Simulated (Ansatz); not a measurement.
## Straining Al$_{2}$Cu

The calculation used DFT PBEsol, scalar-relativistic, plane waves, PAW (Ansatz). Settings: 420 eV cutoff, 6×6×8 k-mesh, Gaussian smearing of 0.10 eV, no spin polarisation.

Reference structure (relaxed):

```
Al Cu
1.0
     5.99235    0.00000    0.00000
     0.00000    5.99235    0.00000
     0.00000    0.00000    4.82870
Al Cu
8 4
Direct
  0.15934 0.34066 0.00000
  0.15934 0.65934 0.50000
  0.84066 0.34066 0.50000
  0.84066 0.65934 0.00000
  0.65934 0.84066 0.50000
  0.65934 0.15934 0.00000
  0.34066 0.84066 0.00000
  0.34066 0.15934 0.50000
  0.00000 0.00000 0.75000
  0.00000 0.00000 0.25000
  0.50000 0.50000 0.25000
  0.50000 0.50000 0.75000
```

Deformation: uniaxial strain along c, with the lengths of a and b and the atoms relaxed and the angles held, all within the symmetry that the strain leaves. Energies are extrapolated to zero smearing. Stress is positive in compression, on the Cartesian axes of the cell above. On this cell's mesh the reference holds a stress of up to 0.25 GPa.

Strains computed: -3.0, -2.0, -1.0, +1.0, +2.0, +3.0 %.

(1) At which strain does the energy stand 3.1 meV/atom over the relaxed crystal with σxx = 0.00, σyy = 0.00, σzz = 3.56 GPa?

Answers

(1) -2.0 %.